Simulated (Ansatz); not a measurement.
AlNi (Pm-3m), two-dimensional strain map

Theory: DFT PBE, scalar-relativistic, plane waves, PAW in Ansatz. Settings: plane waves to 420 eV, k-mesh 16×16×16 (Γ-centred), Gaussian smearing 0.15 eV. No spin polarisation. A magnetic state may lie lower. Energies are free energies at this smearing, counted from the undisturbed cell; pressure is positive in compression.

The starting cell (as given, not relaxed at this level; it stands at 2.1 GPa, and it needn't be the usual structure):

```
CELL_PARAMETERS angstrom
2.88100 0.00000 0.00000
0.00000 2.88100 0.00000
0.00000 0.00000 2.88100
ATOMIC_POSITIONS crystal
Al 0.00000 0.00000 0.00000
Ni 0.50000 0.50000 0.50000
```

The cell is strained by p along both x and y and by q along z, fractional coordinates fixed. Points are written (p, q).

Energy above the undisturbed cell in meV/atom (a dash: not computed):

```csv
p \ q,-0.080,0.000,0.080
-0.080,509.4,237.4,107.6
0.000,77.6,0.0,30.8
0.080,76.2,115.6,–
```

Pressure in GPa:

| p \ q | -0.080 | 0.000 | 0.080 |
| --- | --- | --- | --- |
| -0.080 | 73.7 | 42.6 | 21.4 |
| 0.000 | 19.4 | 2.1 | -8.7 |
| 0.080 | -6.4 | -16.2 | – |